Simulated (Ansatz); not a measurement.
SiO2: do energies and stresses tell the same story?

Computed with DFT LDA, scalar-relativistic, plane waves, PAW in Ansatz.

Plane waves to 420 eV, a k mesh through Γ of 6×6×4 on the computed 9-atom cell and Gaussian smearing (0.02 eV); no spin polarisation.

Relaxed cell: P6_422, a = 5.039 Å, b = 5.039 Å, c = 5.525 Å, α = 90.00°, β = 90.00°, γ = 120.00°, 9 atoms in the primitive cell. This form isn't the usual stable structure of the compound.

Energies at zero smearing and pressures from the stress tensor, at volumes with shape and atoms relaxed:
| V (Å³/atom) | E − E(first) (meV/atom) | P (GPa) |
| --- | --- | --- |
| 11.878 | 0.00 | 18.96 |
| 12.283 | -41.74 | 14.03 |
| 12.687 | -70.82 | 9.06 |
| 13.092 | -87.63 | 4.34 |
| 13.497 | -93.14 | 0.00 |
| 13.902 | -87.98 | -3.96 |
| 14.307 | -73.35 | -7.53 |
| 14.847 | -40.63 | -11.78 |

**Question.** Check P = −dE/dV between neighbouring volumes, and get the bulk modulus from the pressures alone.

**Answer.** With 1 eV/Å³ = 160.2 GPa:
```json
{"middle V (Å³/atom)": "12.080", "−ΔE/ΔV (GPa)": "16.517", "mean P (GPa)": "16.493"}
{"middle V (Å³/atom)": "12.485", "−ΔE/ΔV (GPa)": "11.504", "mean P (GPa)": "11.547"}
{"middle V (Å³/atom)": "12.890", "−ΔE/ΔV (GPa)": "6.652", "mean P (GPa)": "6.705"}
{"middle V (Å³/atom)": "13.295", "−ΔE/ΔV (GPa)": "2.178", "mean P (GPa)": "2.170"}
{"middle V (Å³/atom)": "13.700", "−ΔE/ΔV (GPa)": "-2.042", "mean P (GPa)": "-1.983"}
{"middle V (Å³/atom)": "14.105", "−ΔE/ΔV (GPa)": "-5.788", "mean P (GPa)": "-5.747"}
{"middle V (Å³/atom)": "14.577", "−ΔE/ΔV (GPa)": "-9.708", "mean P (GPa)": "-9.658"}
```

The two differ by 0.06 GPa at most. The mean of two end pressures misses the average over a step by about ΔV² P″/12, up to 0.04 GPa here; with that taken off 0.04 GPa remains, from the finite cutoff, the mesh or the relaxation's tolerance. Around V = 13.497 Å³/atom, the two neighbours give B = −V ΔP/ΔV = 13.497 × 8.31 / 0.810 = 138.4 GPa, against B0 = 137.3 GPa from the Birch–Murnaghan fit of the energies.